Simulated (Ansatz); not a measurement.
## Varying the input for CuAu

The reference input for Ansatz (plane-wave DFT with PAW):

```yaml
crystal:
  lattice:
    - [2.8, 0.0, 0.0]
    - [0.0, 2.8, 0.0]
    - [0.0, 0.0, 3.67]
  atoms:
    - { symbol: Cu, position: [0.5, 0.5, 0.5] }
    - { symbol: Au, position: [0.0, 0.0, 0.0] }
basis:
  ecutwfc: 420
kpoints:
  mp_grid: { grid: [6, 6, 4] }
hamiltonian:
  xc: pbe
scf:
  occupations: { method: gaussian, width: 0.1 }
output:
  forces: true
  stress: true
  eigenvalues: true
```

Command:

```bash
ansatz run input.yaml --threads 1 --pin off --max-ram 1331MiB --backend cpu --events-out ev --progress --plain --runs-dir out
```

The run converges in 6 SCF iterations on 30 irreducible k-points: pressure 7.09 GPa, no gap.

These settings were drawn at random to show what each does; none of the numbers is a converged property of the crystal. Each trial's input is given as a difference from the reference's; energies are extrapolated to zero smearing where there is one, and pressure is positive in compression. Charged cells sit in a uniform background, and their pressures hang on that convention.

Problem. Trial 1:

```diff
 hamiltonian:
-  xc: pbe
+  xc: lda
```

What happens?

Solution. The run converges in 7 SCF iterations on 30 irreducible k-points: pressure -6.96 GPa, no gap.

Problem. Trial 2:

```diff
+total_charge: -1
 kpoints:
-  mp_grid: { grid: [6, 6, 4] }
+  mp_grid: { grid: [6, 1, 4] }
 scf:
+  mixing: { algorithm: msr1, preconditioner: ldos }
+  initial_density: { chi_scale: 0, normalization: atom }
+  max_iter: 80
+  convergence: { dr2_threshold: "1e-6 eV" }
```

How does this run end?

Solution. The run converges in 11 SCF iterations on 12 irreducible k-points: pressure 1.67 GPa (with the neutralising background of the charged cell), no gap. It warns that the SCF threshold is loose for the forces; that the SCF threshold is loose for the stress; that the mesh lowers the symmetry.

Problem. Trial 3:

```diff
 crystal:
   atoms:
-    - { symbol: Cu, position: [0.5, 0.5, 0.5] }
+    - { symbol: Cu, position: [0.5, 0.5, 0.5], spin: -5.0 }
 kpoints:
-  mp_grid: { grid: [6, 6, 4] }
+  mp_grid: { kspacing: 0.86 }
 hamiltonian:
+  hubbard: { sites: [{ species: Cu, l: d, u: 4.3, j: 0.69 }] }
 scf:
-  occupations: { method: gaussian, width: 0.1 }
+  occupations: { method: gaussian, width: "0.005 Ry" }
+  lower_state_search: "off"
+  mixing: { beta: 0.38 }
+  initial_density: { chi_scale: 0, normalization: atom }
+  max_iter: 70
 output:
+  populations: true
+magnetization:
+  spin_polarized: true
```

What happens?

Solution. The run converges in 17 SCF iterations on 6 irreducible k-points: pressure 5.27 GPa, no gap, cell moment -0.08 μB. It warns that the count of filled bands differs between k-points; that the starting moments were lost. Under a U the state reached may not be the lowest.

Problem. Trial 4:

```diff
 kpoints:
-  mp_grid: { grid: [6, 6, 4] }
+  mp_grid: { kspacing: 0.61 }
 output:
-  eigenvalues: true
+  eigenvalues: false
```

What happens?

Solution. The run converges in 6 SCF iterations on 12 irreducible k-points: energy 77.5 meV per atom above the reference, pressure 7.65 GPa.

Problem. Trial 5 (volume scaled):

```diff
 crystal:
   lattice:
-    - [2.8, 0.0, 0.0]
-    - [0.0, 2.8, 0.0]
-    - [0.0, 0.0, 3.67]
+    - [2.7621575233, 0.0, 0.0]
+    - [0.0, 2.7621575233, 0.0]
+    - [0.0, 0.0, 3.6203993251]
 basis:
-  ecutwfc: 420
+  ecutwfc: 280
 kpoints:
-  mp_grid: { grid: [6, 6, 4] }
+  mp_grid: { kspacing: 1.3 }
+  band_path: { path: [[0, 0, 0], [0.5, 0, 0], [0.5, 0.5, 0.5]], npoints: 8 }
 hamiltonian:
-  xc: pbe
+  xc: blyp
+  hubbard:
+    sites: [{ species: Au, l: d, u_eff: 7.6 }]
+    projectors: ortho-atomic
+  dispersion: none
+  pseudopotentials: { kind: nc }
 scf:
-  occupations: { method: gaussian, width: 0.1 }
+  occupations: { method: methfessel_paxton, width: "0.02 Ry" }
+  mixing: { algorithm: msr1, beta: 0.7 }
+  initial_density: { chi_scale: 0, normalization: atom }
+  max_iter: 97
+accuracy: high
```

What happens?

Solution. The run converges in 13 SCF iterations on 6 irreducible k-points: pressure 62.67 GPa (unreliable at so low a cutoff), no gap. It warns that the cutoff lies under the recommended one, 1252 eV for these potentials; that the count of filled bands differs between k-points.